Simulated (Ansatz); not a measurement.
Rows from a G0W0 calculation on GaP (F-43m) (Ansatz 0.2.0; G0W0 on PBE, plane waves, PAW; PAW set soft_1; 6×6×6 mesh, 299 empty bands, screening to 220 eV, PAW set soft_1 files), in eV. Spin-orbit coupling is left out.

```csv
row,k,band,start,Σx,Σc at the solution,Vxc
A,"(0.000, -0.500, -0.500)",c1,8.729,-6.904,-3.808,-10.591
B,Γ,c2,10.961,-7.468,-4.471,-12.028
C,"(0.000, -0.500, -0.500)",c2,8.900,-7.934,-3.957,-11.898
D,"(0.000, -0.500, -0.500)",v1,4.394,-16.008,2.082,-13.168
E,Γ,v1,7.079,-17.149,1.079,-15.402
F,Γ,c1,8.907,-10.779,-4.322,-15.242
```

Q: Give the quasiparticle energies and the shift of each level.

The quasiparticle equation reads E = start + Σx + Σc(E) − Vxc.

```csv
row,E (eV),shift (eV)
A,8.609,−0.121
B,11.050,+0.090
C,8.907,+0.007
D,3.636,−0.758
E,6.410,−0.668
F,9.048,+0.141
```

Limits: not at the basis limit; no spin-orbit coupling.

[Paths, hosts, dates, memory and timing lines, banners, echoed tables and standing remarks are left out of the program output.]

[Logs are printed without paths, hosts, clocks, repeated set-up lines and the standing remarks that a program may print on its own settings, such as how far it seeks lower states.]

[Runs of the session that timed out or met a known fault of the program may be left out.]

[Cells called generated may have been cut or substituted from an entry of the Crystallography Open Database or the Materials Project.]

[Hosts, paths, dates, database ids (printed as entryN), source tags and the programs' standing remarks are cut or masked in the printed files.]
